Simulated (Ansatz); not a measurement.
Starting structure, N put at a hollow Si-Si site (Si, P6_3/mmc (No. 194), (0 0 1) face):

```yaml
crystal:
  lattice:
    - [3.82489, 0.00000, 0.00000]
    - [-1.91244, 3.31245, 0.00000]
    - [0.00000, 0.00000, 26.12113]
  atoms:
    - { symbol: Si, position: [0.66667, 0.33333, 0.32541] }
    - { symbol: Si, position: [0.33333, 0.66667, 0.35591] }
    - { symbol: Si, position: [0.33333, 0.66667, 0.44646] }
    - { symbol: Si, position: [0.66667, 0.33333, 0.47564] }
    - { symbol: Si, position: [0.66667, 0.33333, 0.56726] }
    - { symbol: Si, position: [0.33333, 0.66667, 0.59294] }
    - { symbol: N, position: [0.00000, 0.00000, 0.55618] }
```

Theory: DFT PBEsol, scalar-relativistic, plane waves, PAW (Ansatz 0.2.0). Plane waves to 420 eV, a k mesh through Γ of 9×9×1 on the computed 7-atom cell and Gaussian smearing (0.05 eV); collinear spin from starting moments 0 0 0 0 0 0 3 μB. The cell repeats along c with a dipole correction in the vacuum.

Atoms 1, 2, 3 (counted from 1) are held. The cell is fixed. Force threshold 0.03 eV/Å.

```json
{"step": "1", "E − E_final (eV)": "0.551", "largest force (eV/Å)": "1.275"}
{"step": "2", "E − E_final (eV)": "0.394", "largest force (eV/Å)": "0.910"}
{"step": "3", "E − E_final (eV)": "0.273", "largest force (eV/Å)": "1.030"}
{"step": "4", "E − E_final (eV)": "0.167", "largest force (eV/Å)": "0.609"}
{"step": "5", "E − E_final (eV)": "0.060", "largest force (eV/Å)": "0.496"}
{"step": "6", "E − E_final (eV)": "0.012", "largest force (eV/Å)": "0.311"}
{"step": "7", "E − E_final (eV)": "0.000", "largest force (eV/Å)": "0.055"}
{"step": "8", "E − E_final (eV)": "0.000", "largest force (eV/Å)": "0.004"}
```

Problem. What is the final structure?

Solution.
```yaml
crystal:
  lattice:
    - [3.82489, 0.00000, 0.00000]
    - [-1.91244, 3.31245, 0.00000]
    - [0.00000, 0.00000, 26.12113]
  atoms:
    - { symbol: Si, position: [0.66667, 0.33333, 0.32541] }
    - { symbol: Si, position: [0.33333, 0.66667, 0.35591] }
    - { symbol: Si, position: [0.33333, 0.66667, 0.44646] }
    - { symbol: Si, position: [0.66667, 0.33333, 0.47617] }
    - { symbol: Si, position: [0.66667, 0.33333, 0.56596] }
    - { symbol: Si, position: [0.33333, 0.66667, 0.61874] }
    - { symbol: N, position: [0.00000, 0.00000, 0.58196] }
```

The end is the local minimum or symmetric point that this start leads to. The slab is only 7.1 Å thick, so the energy isn't converged with thickness.

The reference crystal is a form of Si, which isn't its usual structure.

Cost: 1 run of about 8.6 core-minutes, on Intel Xeon Processor @ 2.50GHz (Skylake/Cascade Lake) (shared hosts).